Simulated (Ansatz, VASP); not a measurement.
# One calculation of Rb, two programs

The input INCAR:

```
SYSTEM = Rb
PREC = Accurate
ENCUT = 520
EDIFF = 1E-7
ISMEAR = -1
SIGMA = 0.05
LREAL = .FALSE.
LASPH = .TRUE.
NELM = 60
ALGO = Normal
ISIF = 2
LWAVE = .FALSE.
LCHARG = .FALSE.
GGA = PE
NBANDS = 10
```

KPOINTS

```
regular mesh
0
G
  6 6 6
  0 0 0
```

File POSCAR:

```
Rb
1.0
    0.0000000000      3.6877833822      3.6877833822
    3.6877833822      0.0000000000      3.6877833822
    3.6877833822      3.6877833822      0.0000000000
Rb
1
Direct
    0.0000000000      0.0000000000      0.0000000000
```

File input.yaml:

```yaml
crystal:
  lattice:
    - [0.0, 3.6877833822, 3.6877833822]
    - [3.6877833822, 0.0, 3.6877833822]
    - [3.6877833822, 3.6877833822, 0.0]
  atoms:
    - { symbol: Rb, position: [0.0, 0.0, 0.0] }
hamiltonian:
  xc: pbe
  pseudopotentials: { kind: paw }
kpoints:
  mp_grid: { grid: [6, 6, 6] }
scf:
  occupations: { method: fermi_dirac, width: 0.05 }
output:
  forces: true
  stress: true
  eigenvalues: true
  write_density: true
  write_potential: true
  elf: true
  volumetric_format: npy
```

Change from the starting cell: volume scaled by 1.04.

Alike in both runs: task single point; functional PBE; k mesh 6 × 6 × 6; occupations fermi-dirac, width 0.05 eV; no spin polarisation.

|  | VASP | Ansatz |
| --- | --- | --- |
| version | VASP 6.6.1 | Ansatz 0.2.0 |
| potentials or method | VASP PAW PBE potentials, release 64 (Rb_sv) | Ansatz PAW |
| plane-wave cutoff (eV) | 520 | 420 |
| valence electrons in the cell | 9 | 9 |

|  | VASP | Ansatz | Ansatz less VASP |
| --- | --- | --- | --- |
| gap on the k mesh at the Fermi level (eV) | none | none | - |
| pressure (GPa) | -0.2 | -0.2 | 0.00 |

A gap of «none» marks a metal or a gap that the smearing closes. With one functional, cell and mesh, what is left measures potentials, basis and numerics.
